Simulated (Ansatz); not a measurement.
# BaTiO3 (P1) in Ansatz: notebook, part 2 of 2

Ansatz 0.2.0. Earlier steps stand in the parts before.

## 4. Projected density of states, r2SCAN+U (all atoms moved at random, sigma 0.15 Å a component)

Input file input.yaml:

```yaml
crystal:
  lattice:
    - [4.0073, 0.0, 0.0]
    - [0.0, 4.0073, 0.0]
    - [0.0, 0.0, 4.0073]
  atoms:
    - { symbol: Ba, position: [0.50902945, 0.45529112, 0.50667874] }
    - { symbol: Ti, position: [0.9437351, 0.06997977, 0.9543125] }
    - { symbol: O, position: [0.52053492, 0.00683198, 0.05543194] }
    - { symbol: O, position: [0.01264702, 0.49196782, 0.05272359] }
    - { symbol: O, position: [0.01405351, 0.97592931, 0.43085324] }
hamiltonian:
  xc: r2scan
  pseudopotentials: { kind: paw }
  hubbard: { sites: [{ species: Ti, l: d, u_eff: 6.0 }] }
kpoints:
  mp_grid: { grid: [7, 7, 7] }
scf:
  occupations: { method: fermi_dirac, width: 0.05 }
  n_extra_bands: 12
output:
  forces: true
  stress: true
  eigenvalues: true
  dos: { projected: true, de: 0.05, nscf_kmesh: { grid: [11, 11, 11] } }
```

On the command line:

```bash
$ ansatz run input.yaml --threads 2 --pin off --max-ram 5632MiB --backend cpu --events-out ev --progress --plain --runs-dir out
```

Run time: 1.9 min. Hardware: 2 threads of Intel Xeon Platinum 8259CL at 2.50GHz (Skylake/Cascade Lake), shared host; peak memory 1.7 GiB.

It converged, with:

```
Free energy            : -10176.5312 eV
Pressure               : 11.8 GPa
Largest force          : 5.340 eV/Å
Band gap on the k mesh : 3.70 eV, indirect (least direct gap 3.85 eV)
```

Forces in eV/Å, atoms in the order of the input:
```
Ba  -1.131  2.213 -0.981
Ti   3.184 -3.970  1.618
O   -1.481 -0.008 -2.311
O   -0.279  0.964 -2.215
O   -0.293  0.800  3.890
```

Stress tensor (GPa, compression positive):
```
17.61 -1.84  1.48
-1.84 15.00 -0.94
 1.48 -0.94  2.90
```

Levels at points of the mesh, in eV from the valence-band top:
| k point | band 18 | band 19 | band 20 | band 21 | band 22 | band 23 |
| --- | --- | --- | --- | --- | --- | --- |
| (0.00, 0.00, 0.00) | -0.98 | -0.58 | -0.40 | 3.89 | 4.10 | 4.33 |

States per cell in windows of 0.5 eV (zero at the valence-band top; states under -8 eV left out):
| from (eV) | total | O 2p | Ti 3d | Ti 4s | O 2s | Ba 5p | Ba 6s |
| --- | --- | --- | --- | --- | --- | --- | --- |
| -8.0 | 0.00 | 0.00 | 0.00 | 0.00 | 0.00 | 0.00 | 0.00 |
| -7.5 | 0.00 | 0.00 | 0.00 | 0.00 | 0.00 | 0.00 | 0.00 |
| -7.0 | 0.00 | 0.00 | 0.00 | 0.00 | 0.00 | 0.00 | 0.00 |
| -6.5 | 0.00 | 0.00 | 0.00 | 0.00 | 0.00 | 0.00 | 0.00 |
| -6.0 | 0.00 | 0.00 | 0.00 | 0.00 | 0.00 | 0.00 | 0.00 |
| -5.5 | 0.00 | 0.00 | 0.00 | 0.00 | 0.00 | 0.00 | 0.00 |
| -5.0 | 0.03 | 0.03 | 0.00 | 0.00 | 0.00 | 0.00 | 0.00 |
| -4.5 | 1.37 | 1.05 | 0.16 | 0.09 | 0.01 | 0.01 | 0.02 |
| -4.0 | 1.90 | 1.42 | 0.34 | 0.02 | 0.01 | 0.03 | 0.04 |
| -3.5 | 2.45 | 1.87 | 0.42 | 0.01 | 0.02 | 0.05 | 0.02 |
| -3.0 | 2.52 | 2.00 | 0.33 | 0.01 | 0.02 | 0.07 | 0.02 |
| -2.5 | 2.20 | 1.79 | 0.23 | 0.01 | 0.02 | 0.07 | 0.01 |
| -2.0 | 2.10 | 1.78 | 0.16 | 0.01 | 0.02 | 0.05 | 0.01 |
| -1.5 | 1.23 | 1.10 | 0.06 | 0.00 | 0.01 | 0.02 | 0.00 |
| -1.0 | 2.60 | 2.32 | 0.11 | 0.01 | 0.03 | 0.03 | 0.01 |
| -0.5 | 1.61 | 1.49 | 0.03 | 0.00 | 0.01 | 0.02 | 0.00 |
| 0.0 | 0.00 | 0.00 | 0.00 | 0.00 | 0.00 | 0.00 | 0.00 |
| 0.5 | 0.00 | 0.00 | 0.00 | 0.00 | 0.00 | 0.00 | 0.00 |
| 1.0 | 0.00 | 0.00 | 0.00 | 0.00 | 0.00 | 0.00 | 0.00 |
| 1.5 | 0.00 | 0.00 | 0.00 | 0.00 | 0.00 | 0.00 | 0.00 |
| 2.0 | 0.00 | 0.00 | 0.00 | 0.00 | 0.00 | 0.00 | 0.00 |
| 2.5 | 0.00 | 0.00 | 0.00 | 0.00 | 0.00 | 0.00 | 0.00 |
| 3.0 | 0.00 | 0.00 | 0.00 | 0.00 | 0.00 | 0.00 | 0.00 |
| 3.5 | 1.16 | 0.09 | 0.93 | 0.01 | 0.02 | 0.00 | 0.01 |
| 4.0 | 2.72 | 0.31 | 2.13 | 0.03 | 0.04 | 0.01 | 0.02 |
| 4.5 | 2.12 | 0.35 | 1.61 | 0.01 | 0.02 | 0.00 | 0.03 |
| 5.0 | 0.77 | 0.12 | 0.52 | 0.01 | 0.04 | 0.00 | 0.00 |
| 5.5 | 1.48 | 0.29 | 0.86 | 0.02 | 0.05 | 0.00 | 0.00 |
| 6.0 | 1.73 | 0.39 | 0.84 | 0.02 | 0.04 | 0.00 | 0.02 |
| 6.5 | 0.88 | 0.15 | 0.26 | 0.01 | 0.01 | 0.00 | 0.02 |
| 7.0 | 0.92 | 0.05 | 0.06 | 0.02 | 0.01 | 0.00 | 0.03 |
| 7.5 | 1.45 | 0.09 | 0.08 | 0.12 | 0.04 | 0.00 | 0.11 |

Eigenvalues of the final occupation matrices:
| site | spin | trace | eigenvalues |
| --- | --- | --- | --- |
| site 1 | 1 | 1.08 | 0.15 0.16 0.19 0.29 0.30 |

Caveat: odd divisions of the mesh miss points on the zone boundary, where band edges often lie, so the gap on the mesh can be too wide; spin-orbit coupling is left out, which moves the levels of the heavy elements; the PAW data sets come from PBE, with cores solved anew for the run's functional, which leaves a small shift of forces and pressure; forces of over 1 eV/Å show positions far from the minimum, so gaps and moduli don't describe the material at rest; the density of states is complete only up to the lowest level of the last band computed. A k mesh can miss the band edges.

## 5. Projected density of states, r2SCAN+U (all atoms moved at random, sigma 0.15 Å a component)

Edit input.yaml of step 4 so:

```diff
@@ -14,3 +14,3 @@
   pseudopotentials: { kind: paw }
-  hubbard: { sites: [{ species: Ti, l: d, u_eff: 6.0 }] }
+  hubbard: { sites: [{ species: Ti, l: d, u_eff: 8.0 }] }
 kpoints:
```

Potentials or basis: Ansatz PAW.

On the command line:

```bash
$ ansatz run input.yaml --threads 2 --pin off --max-ram 5632MiB --backend cpu --events-out ev --progress --plain --runs-dir out
```

Standard output:

```text
Warning: RAYON_NUM_THREADS=2 ignored (pool sized by the plan → 2); use --threads N
Ba: projections on atomic orbitals take those of the free atom [Kr 4d10] 5s2 5p6 6s2, of charge +0.00 (hamiltonian.pseudopotentials.projection_atoms); the dataset's partial waves leave at most 9.7e-6 of an orbital's norm unspanned inside its sphere
Ti: projections on atomic orbitals take those of the free atom [Ne] 3s2 3p6 3d2 4s2, of charge +0.00 (hamiltonian.pseudopotentials.projection_atoms); the dataset's partial waves leave at most 4.1e-7 of an orbital's norm unspanned inside its sphere
O: projections on atomic orbitals take those of the free atom [He] 2s2 2p4, of charge +0.00 (hamiltonian.pseudopotentials.projection_atoms); the dataset's partial waves leave at most 1.9e-8 of an orbital's norm unspanned inside its sphere
scf.n_extra_bands = 12 over 20 filled bands (N_el = 40.0): the run solves 32 bands
Engine: ansatz 0.2.0, x86_64-unknown-linux-gnu
Pseudopotentials: kind: paw
Pseudopotential: Ba, paw, valence charge 10, recommended cutoff 500 eV (meta_gga), Ba.paw.azcp
Pseudopotential: Ti, paw, valence charge 12, recommended cutoff 500 eV (meta_gga), Ti.paw.azcp
Pseudopotential: O, paw, valence charge 6, recommended cutoff 500 eV (meta_gga), O.paw.azcp
Functional definition: r2SCAN
  parameter k0 = 0.174
  parameter k1 = 0.065
  parameter a1 = 4.9479
  exchange = r2scan_x(k0 = k0, k1 = k1, a1 = a1)
  correlation = r2scan_c
Crystal: 5 atoms, lattice volume = 64.351 Å³
Basis set: ecut = 500 eV, 1647 PW (Γ), exchange–correlation on 120×120×120 points (64 copies of the dense FFT grid, shifted against one another)
Bands: 32, of which v1, the nominal top of the filled ones, is band 20 counted from 1 (19 counted from 0)
Symmetry: 1 space group operations
Space group: P1 (ITA 1), of the structure as read, at distance tolerance 4.0e-5 Å
k-points: 172 of 343 (time reversal used)
Non-local potential: Ba, projectors of the file, l = 0: 3, l = 1: 2, l = 2: 2, l = 3: 2
Non-local potential: Ti, projectors of the file, l = 0: 3, l = 1: 2, l = 2: 3, l = 3: 1
Non-local potential: O, projectors of the file, l = 0: 2, l = 1: 2, l = 2: 1
PAW form: soft (Blöchl's): semilocal exchange-correlation on the pseudo side does not see the compensation charge
PAW frozen core: Ba, regenerated for the run's functional (the file was generated under x = pbe(κ = 0.804, μ = 0.2195149727645171), c = pbe(β = 0.06672455060314922))
PAW frozen core: Ti, regenerated for the run's functional (the file was generated under x = pbe(κ = 0.804, μ = 0.2195149727645171), c = pbe(β = 0.06672455060314922))
PAW frozen core: O, regenerated for the run's functional (the file was generated under x = pbe(κ = 0.804, μ = 0.2195149727645171), c = pbe(β = 0.06672455060314922))
PAW one-centre angular grid: Ba, 302 points (default); XC on 160 Gauss nodes
PAW one-centre angular grid: Ti, 590 points (default); XC on 160 Gauss nodes
PAW one-centre angular grid: O, 302 points (default); XC on 160 Gauss nodes
Initial density: superposition of atomic densities (chi_scale 0.1, normalization cell, long waves kept (reshape's long-wave potential 0.00 eV rms))
Initial wavefunctions: pseudopotential atomic-orbital guess
Functional: x = r2scan, c = r2scan; τ floored in thin density (d = 2e-4 eV/Å³)
SCF iter   1: F=—  HF=-10175.310610 eV  |F-HF|=—  |Δ(HF+E_count)|=         —  Δρ=7.31e-2  dr2=4.51e0  dr2_τ=4.71e-1  ethr=3.10e-3  ⟨swp⟩=8.5  Hψ=33947  notcnv=0  defer=173
preconditioner: auto → Resta (q_TF=auto, 2.520 Å⁻¹)  ε∞=3.9  [insulator: Δε(μ)=4.086 eV  Ē_g=14.870 eV  σ=0.050 eV  W_gap=1.00  n_scr=18 (ndim 8)  ℏωp=25.4 eV  f_vac=0.000  D(μ)=0.00/eV (n_scr^D=0)  ε∞_Penn≈3.9]
SCF iter   2: F=—  HF=-10174.858241 eV  |F-HF|=—  |Δ(HF+E_count)|=   4.52e-1  Δρ=3.79e-2  dr2=7.70e-1  dr2_τ=1.17e-1  ethr=3.10e-3  ⟨swp⟩=3.0  Hψ=12437  notcnv=0  defer=979
SCF iter   3: F=—  HF=-10174.873111 eV  |F-HF|=—  |Δ(HF+E_count)|=   1.49e-2  Δρ=1.62e-2  dr2=1.78e-1  dr2_τ=1.48e-2  ethr=1.93e-3  ⟨swp⟩=3.0  Hψ=7606  notcnv=0  defer=979
SCF iter   4: F=—  HF=-10174.903758 eV  |F-HF|=—  |Δ(HF+E_count)|=   3.06e-2  Δρ=7.53e-3  dr2=2.93e-2  dr2_τ=3.94e-3  ethr=4.44e-4  ⟨swp⟩=3.2  Hψ=9320  notcnv=0  defer=973
SCF iter   5: F=—  HF=-10174.904752 eV  |F-HF|=—  |Δ(HF+E_count)|=   9.94e-4  Δρ=1.93e-3  dr2=2.12e-3  dr2_τ=2.26e-4  ethr=7.33e-5  ⟨swp⟩=2.5  Hψ=8817  notcnv=0  defer=1025
SCF iter   6: F=—  HF=-10174.904964 eV  |F-HF|=—  |Δ(HF+E_count)|=   2.12e-4  Δρ=1.10e-3  dr2=5.99e-4  dr2_τ=8.66e-5  ethr=5.30e-6  ⟨swp⟩=2.0  Hψ=7634  notcnv=0  defer=1024
SCF iter   7: F=—  HF=-10174.904879 eV  |F-HF|=—  |Δ(HF+E_count)|=   8.50e-5  Δρ=2.31e-4  dr2=2.80e-5  dr2_τ=2.04e-6  ethr=1.50e-6  ⟨swp⟩=2.1  Hψ=7309  notcnv=0  defer=1016
SCF iter   8: F=—  HF=-10174.904887 eV  |F-HF|=—  |Δ(HF+E_count)|=   7.27e-6  Δρ=8.91e-5  dr2=6.08e-6  dr2_τ=3.28e-7  ethr=7.00e-8  ⟨swp⟩=2.0  Hψ=8019  notcnv=0  defer=1015
SCF iter   9: F=—  HF=-10174.904886 eV  |F-HF|=—  |Δ(HF+E_count)|=   7.27e-7  Δρ=1.46e-5  dr2=1.38e-7  dr2_τ=9.69e-9  ethr=1.52e-8  ⟨swp⟩=2.1  Hψ=6851  notcnv=0  defer=1015
SCF iter  10: F=-10174.904886 eV  HF=-10174.904886 eV  |F-HF|=3.49e-9  |Δ(HF+E_count)|=   3.20e-8  Δρ=3.94e-6  dr2=9.02e-9  dr2_τ=7.29e-10  ethr=2.50e-10  ⟨swp⟩=11.9  Hψ=32471  notcnv=0
SCF 1 converged in 10 iterations: F = -10174.904886 eV  dr2 = 9.02e-9
NSCF: frozen V_eff on 666 k-points
SCF converged after 10 iterations
Free energy (F): -10174.904886 eV
Harris-Foulkes:  -10174.904886 eV  (|F-HF|=3.49e-9)
Internal energy: -10174.904886 eV  (E = F + TS)
E sigma→0 (E₀):  -10174.904886 eV
Fermi energy:    12.505455 eV
--- Per-component energies (eV) ---
  E_band       = -173.873516
  E_kinetic    = 979.699356
  E_local      = -2155.291353  (includes V_loc(G=0)·N_el)
  E_nonlocal   = 199.370906
  E_hartree    = 844.316839
  E_xc         = -476.836991
  E_vxc        = -606.543006  (∫ρ·V_xc dr)
  E_hubbard    = 6.378272  (on-site DFT+U / exact-exchange correction)
  E_vhub       = 4.445260  (the Hubbard potential's part of the band-sum identity)
  E_paw        = -6785.338879  (= ΣΔE_a)
  E_vpaw       = -321.128902  (= ΣTr[D̂ρ^β])
  E_aug_tail   = 0.003102  (compensation charges beyond the density's cutoff)
  E_vtau       = 36.935383  (kinetic-family band-sum trace: ∫τ·v_τ [+ j·A + Jᵃ·Aᵃ] dr)
  E_ewald      = -2786.927274
  E_core_change = -0.278864  (= ΣΔE_core)
  E_smearing   = -0.000000  (= −TS)
  E_closure    = 0.000000  (closes the sum)
  Σ components = -10174.904886   (vs F -10174.904886, Δ=0.00e0)
--- Forces (eV/Å), atoms counted from 1 ---
  atom   1  Ba    -1.17325336     2.26073768    -1.03915233
  atom   2  Ti     3.45201132    -4.25193799     1.56905819
  atom   3  O     -1.71242346    -0.01152113    -2.26898451
  atom   4  O     -0.26269563     1.18881900    -2.16480861
  atom   5  O     -0.30358273     0.81392105     3.90390557
  max |Σ_I F_I| component: 5.61e-5 eV/Å
--- Stress (GPa, compression-positive) ---
       18.937894      -1.648533       1.314439
       -1.648534      16.197932      -0.765642
        1.314444      -0.765647       3.923692
  P = ⅓ Tr σ = 13.0198 GPa (130.198 kbar)
--- Band table (eV; the first three rows and the last of 172) ---
  k-point 0: bands = ["-49.9453", "-25.2000", "-25.1457", "-25.0334", "-15.4177", "-7.6183", "-6.7981", "-6.1694", "-0.3021", "-0.1910", "-0.0794", "7.3520", "7.5075", "7.9586", "8.2571", "8.6493", "8.8997", "9.5820", "9.9562", "10.1321", "14.6866", "14.9009", "15.0705", "15.5422", "15.8442", "15.9500", "16.1057", "17.7460", "19.0576", "19.2774", "19.5511", "22.0382"]
  k-point 1: bands = ["-49.9451", "-25.1996", "-25.1454", "-25.0406", "-15.3930", "-7.6583", "-6.7921", "-6.1689", "-0.2575", "-0.1328", "-0.0445", "7.2161", "7.4202", "7.8266", "8.1690", "8.5976", "8.7841", "9.2347", "10.0653", "10.1587", "14.6300", "14.8787", "15.1074", "15.8129", "15.9290", "16.2404", "16.4248", "18.1916", "19.1495", "19.5096", "19.6914", "22.0032"]
  k-point 2: bands = ["-49.9443", "-25.1986", "-25.1448", "-25.0570", "-15.3363", "-7.7636", "-6.7783", "-6.1484", "-0.1725", "-0.0162", "0.0634", "6.8971", "7.2034", "7.5883", "8.0052", "8.4816", "8.5648", "8.6888", "10.0876", "10.1341", "14.5748", "15.2224", "15.2927", "15.8716", "16.2946", "16.9126", "17.0666", "19.1768", "19.3938", "20.0470", "20.1543", "21.8586"]
  k-point 171: bands = ["-49.9435", "-25.2286", "-25.1579", "-25.0381", "-15.2538", "-7.5192", "-6.9142", "-6.2834", "-0.2735", "-0.0113", "0.1476", "6.4932", "6.9553", "7.2993", "7.7602", "8.0117", "8.9311", "9.0886", "9.6882", "10.0517", "14.7484", "14.9363", "15.4996", "16.2275", "16.7849", "17.9013", "18.4196", "19.2348", "19.7891", "19.9804", "20.9809", "21.8315"]
Occupation matrices written to <dir>
```

It took 1.9 min on 2 threads of Intel Xeon Platinum 8259CL at 2.50GHz (Skylake/Cascade Lake), shared host; peak memory 1.7 GiB.

Results:

| Item | Value |
| --- | --- |
| Free energy | -10174.9049 eV |
| Pressure | 13.0 GPa |
| Largest force | 5.697 eV/Å |
| Band gap on the k mesh | 3.91 eV, indirect (least direct gap 4.08 eV) |

Forces on the atoms (eV/Å):
```
Ba  -1.173  2.261 -1.039
Ti   3.452 -4.252  1.569
O   -1.712 -0.012 -2.269
O   -0.263  1.189 -2.165
O   -0.304  0.814  3.904
```

Stress tensor (GPa, compression positive):
```
18.94 -1.65  1.31
-1.65 16.20 -0.77
 1.31 -0.77  3.92
```

Levels at points of the mesh, in eV from the valence-band top:
```csv
k point,band 18,band 19,band 20,band 21,band 22,band 23
"(0.00, 0.00, 0.00)",-0.96,-0.59,-0.41,4.14,4.35,4.52
```

States per cell in windows of 0.5 eV (zero at the valence-band top; states under -8 eV left out):
```
from (eV)  total  O 2p  Ti 3d  Ti 4s  O 2s  Ba 6s  Ba 5p
     -8.0   0.00  0.00   0.00   0.00  0.00   0.00   0.00
     -7.5   0.00  0.00   0.00   0.00  0.00   0.00   0.00
     -7.0   0.00  0.00   0.00   0.00  0.00   0.00   0.00
     -6.5   0.00  0.00   0.00   0.00  0.00   0.00   0.00
     -6.0   0.00  0.00   0.00   0.00  0.00   0.00   0.00
     -5.5   0.00  0.00   0.00   0.00  0.00   0.00   0.00
     -5.0   0.09  0.07   0.00   0.01  0.00   0.00   0.00
     -4.5   1.42  1.08   0.16   0.10  0.01   0.02   0.01
     -4.0   1.86  1.39   0.33   0.02  0.01   0.04   0.03
     -3.5   2.41  1.86   0.38   0.01  0.02   0.02   0.05
     -3.0   2.44  1.96   0.29   0.01  0.02   0.02   0.07
     -2.5   2.29  1.88   0.22   0.01  0.02   0.01   0.07
     -2.0   2.11  1.80   0.16   0.01  0.02   0.01   0.05
     -1.5   1.21  1.08   0.06   0.00  0.01   0.00   0.02
     -1.0   2.72  2.43   0.11   0.01  0.03   0.01   0.03
     -0.5   1.46  1.36   0.03   0.00  0.01   0.00   0.02
      0.0   0.00  0.00   0.00   0.00  0.00   0.00   0.00
      0.5   0.00  0.00   0.00   0.00  0.00   0.00   0.00
      1.0   0.00  0.00   0.00   0.00  0.00   0.00   0.00
      1.5   0.00  0.00   0.00   0.00  0.00   0.00   0.00
      2.0   0.00  0.00   0.00   0.00  0.00   0.00   0.00
      2.5   0.00  0.00   0.00   0.00  0.00   0.00   0.00
      3.0   0.00  0.00   0.00   0.00  0.00   0.00   0.00
      3.5   0.21  0.01   0.17   0.00  0.01   0.00   0.00
      4.0   2.66  0.23   2.09   0.04  0.05   0.02   0.01
      4.5   2.75  0.37   2.13   0.01  0.03   0.03   0.00
      5.0   1.26  0.20   0.89   0.01  0.04   0.01   0.00
      5.5   1.54  0.30   0.90   0.02  0.05   0.00   0.00
      6.0   1.76  0.40   0.86   0.02  0.03   0.02   0.00
      6.5   0.73  0.10   0.17   0.00  0.01   0.01   0.00
      7.0   1.03  0.06   0.07   0.04  0.01   0.04   0.00
      7.5   1.47  0.10   0.09   0.12  0.04   0.12   0.00
```

Eigenvalues of the final occupation matrices:
```tsv
site	spin	trace	eigenvalues
site 1	1	1.04	0.13 0.15 0.17 0.28 0.30
```

Caveat: odd divisions of the mesh miss points on the zone boundary, where band edges often lie, so the gap on the mesh can be too wide; spin-orbit coupling is left out, which moves the levels of the heavy elements; the PAW data sets come from PBE, with cores solved anew for the run's functional, which leaves a small shift of forces and pressure; forces of over 1 eV/Å show positions far from the minimum, so gaps and moduli don't describe the material at rest; the density of states is complete only up to the lowest level of the last band computed. A k mesh can miss the band edges.

## 6. The runs side by side

```tsv
U	gap on the mesh (eV)	pressure (GPa)	largest force (eV/Å)
Ti d U = 4 eV	3.50	10.8	5.02
Ti d U = 5 eV	3.61	11.3	5.18
Ti d U = 6 eV	3.70	11.8	5.34
Ti d U = 8 eV	3.91	13.0	5.70
```

Alike in all rows: task projected density of states; level r2SCAN+U; potentials or basis Ansatz PAW; no spin polarisation; cell all atoms moved at random, sigma 0.15 Å a component; k mesh 7 × 7 × 7; cutoff (eV) 500; smearing fermi-dirac 0.05 eV.

Caveats: odd divisions of the mesh miss points on the zone boundary, where band edges often lie, so the gap on the mesh can be too wide; spin-orbit coupling is left out, which moves the levels of the heavy elements; the PAW data sets come from PBE, with cores solved anew for the run's functional, which leaves a small shift of forces and pressure; forces of over 1 eV/Å show positions far from the minimum, so gaps and moduli don't describe the material at rest; the density of states is complete only up to the lowest level of the last band computed.

Total energies depend on the potentials used, so only differences within one code and one set of settings carry meaning.
